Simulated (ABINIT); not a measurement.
A run of ABINIT 10.8.3 (patched build) is set up as follows.

File run.abi:

```
pp_dirpath "./"
pseudos "Fe.upf"

acell 3*1.0 Angstrom
rprim
     0.0000000000     1.9417396906     1.9651051623
     1.4984397099     0.0000000000     1.9651051623
     1.4984397099     1.9417396906     0.0000000000
ntypat 1
znucl 26
natom 1
typat 1
xred
     0.0000000000     0.0000000000     0.0000000000
chkprim 0
chksymtnons 0
tolsym 1.0e-6

ecut 41.0

kptopt 1
ngkpt 10 10 10
nshiftk 1
shiftk 0.0 0.0 0.0

ixc -116133

nband 13
occopt 3
tsmear 0.00183747

nsppol 2
spinat
     0.0000000000     0.0000000000     3.0000000000

nstep 100
tolvrs 1.0e-10

iomode 3
prtwf 0
prtden 0
prteig 0
prtebands 0
enunit 2
```

Potentials or basis: PseudoDojo NC SR PBEsol v0.4.1 standard.

Launch:

```bash
$ mpirun --bind-to none -np 4 abinit run.abi > log 2>&1
```

Problem. Estimate the band gap on the k mesh.

Solution. None (metal or under the smearing width).

Problem. Estimate the site moments.

Solution. Fe +2.27 μB.

Problem. Estimate the pressure.

Solution. -12.2 GPa.

Stress tensor (GPa, compression positive):
```
-17.59   0.00   0.00
  0.00  -8.83   0.00
  0.00   0.00 -10.28
```
